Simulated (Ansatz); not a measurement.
## GaN films: biaxial stress and wafer bow

Plane-wave DFT in Ansatz, r2SCAN, scalar-relativistic PAW potentials, cutoff 500 eV, no spin-orbit coupling; no spin polarisation. GaN in space group P6_3mc, strained equally along a and b of the conventional cell, with c and the atoms relaxed within the symmetry (a film with c along the normal). Stress is the in-plane mean, tension positive.

| strain (%) | stress (GPa) | E − E(0) (meV/atom) |
| --- | --- | --- |
| -6.0 | ? | 129.8 |
| -4.0 | -20.77 | 55.6 |
| -2.0 | -9.70 | 13.4 |
| +0.0 | 0.00 | 0.0 |
| +2.0 | 8.33 | 12.2 |
| +4.0 | 15.33 | 46.7 |
| +6.0 | 21.05 | 100.0 |

**Question.** Fit the stress, get the biaxial modulus and predict the missing row.

**Answer.** A parabola through the given rows is σ = -0.02 + 4.514 ε -0.1676 ε² GPa (ε in %), so M = dσ/dε = 451 GPa at zero. It predicts -33.14 GPa at -6.0 %; the run gave -33.24 GPa. The miss is 0.10 GPa, so the fit holds even one step beyond its range. The negative square term means that the film is stiffer in compression than in tension. The energies check it: E/V = Mε² at small strain, and a cubic fit with V = 11.37 Å³/atom gives M = 450 GPa, in agreement.

**Question.** How much does a 100 nm film at -0.3 % strain bow a 300 mm Si(001) wafer 775 μm thick?

**Answer.** The fit, without its small constant, gives σ = -1.37 GPa. Stoney's formula, κ = 6σt_f/(M_s t_s²) with M_s = 180.5 GPa for Si(001) (literature), gives |κ| = 7.58×10⁻³ m⁻¹ and a bow κr²/2 = 85.3 μm at r = 150 mm, with the film side convex (compression pushes the centre up). This assumes a single-crystal or fully textured, unrelaxed film at 0 K.

Cost: about 7.1 core-minutes for the runs cited, on AMD EPYC 7R43 (Zen 3) (shared hosts).

The film stiffens steadily under compression and softens under tension, and the energy shows the same asymmetry, costing 129.8 meV/atom at -6.0 % but only 100.0 at +6.0 %. This is ordinary bond anharmonicity: short-range repulsion between the Ga and N shells rises steeply as the bonds shorten, while the restoring force of the polar covalent bonds weakens as they stretch. Relaxation along c and changes in bond angle take up part of the load, so the modulus describes a film with a free surface, not one clamped along its normal.

At the strain used for the wafer, the quadratic term hardly matters, and the bow is governed by the linear modulus and the assumed mismatch. Because the basal plane of wurtzite is elastically isotropic, in-plane rotation of c-oriented grains would not change this linear response. The sign of the bow, however, follows from the chosen compression: GaN contracts more than silicon on cooling from growth, so without compensating compressive growth stress a real film would tend towards tension and the opposite curvature.
